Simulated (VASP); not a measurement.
Write the native input for VASP 6.6.1 that does the following.

```
Task                   : relaxation of cell and atoms
Functional             : PBEsol
Potentials or basis    : VASP PAW PBE potentials, release 64 (Zr_sv)
Cutoff                 : 600 eV
k mesh                 : 15 × 15 × 7
Occupations            : methfessel-paxton, width 0.1 eV
Spin                   : no spin polarisation
Further INCAR settings : ALGO = Normal; EDIFF = 1e-06; IBRION = 2; EDIFFG = -0.01; NSW = 90; ISIF = 3
```

The structure of Zr lies in POSCAR:

```
Zr
1.0
    3.2320000000      0.0000000000      0.0000000000
   -1.6160000000      2.7989941000      0.0000000000
    0.0000000000      0.0000000000      5.1470000000
Zr
2
Direct
    0.3333333300      0.6666666700      0.2500000000
    0.6666666700      0.3333333300      0.7500000000
```

These files were run (other wordings do the same):

INCAR

```
PREC = Accurate
ENCUT = 600
EDIFF = 1E-6
ISMEAR = 1
SIGMA = 0.1
LREAL = False
LASPH = True
NELM = 80
ALGO = Normal
ISIF = 3
LWAVE = False
LCHARG = False
GGA = PS
IBRION = 2
NSW = 90
EDIFFG = -0.01
```

KPOINTS

```
regular mesh
0
Gamma
  15 15 7
```

Potentials or basis: VASP PAW PBE potentials, release 64 (Zr_sv).

Command:

```sh
$ cat potpaw_PBE.64/Zr_sv/POTCAR > POTCAR
$ mpirun -np 1 vasp_std > vasp.out
```

It gave:

```json
{
 "Relaxed volume": "22.47 Å³/atom",
 "Relaxed cell": "a = 3.186 Å, b = 3.186 Å, c = 5.114 Å, α = 90.00°, β = 90.00°, γ = 120.00°",
 "Space group after relaxing (to 0.05 Å)": "P6_3/mmc (No. 194)",
 "Energy gained by relaxing": "8.5 meV/atom",
 "Ionic steps": "7",
 "Pressure after relaxing": "0.1 GPa",
 "Band gap on the k mesh": "none (metal or under the smearing width)"
}
```

Caveat: the PAW data sets were made with another functional, which shifts forces and pressure a little.

Run time: 3.4 min on 1 thread of Intel(R) Xeon(R) Platinum 8488C (Sapphire Rapids), on a shared host, peak memory 0.24 GiB.
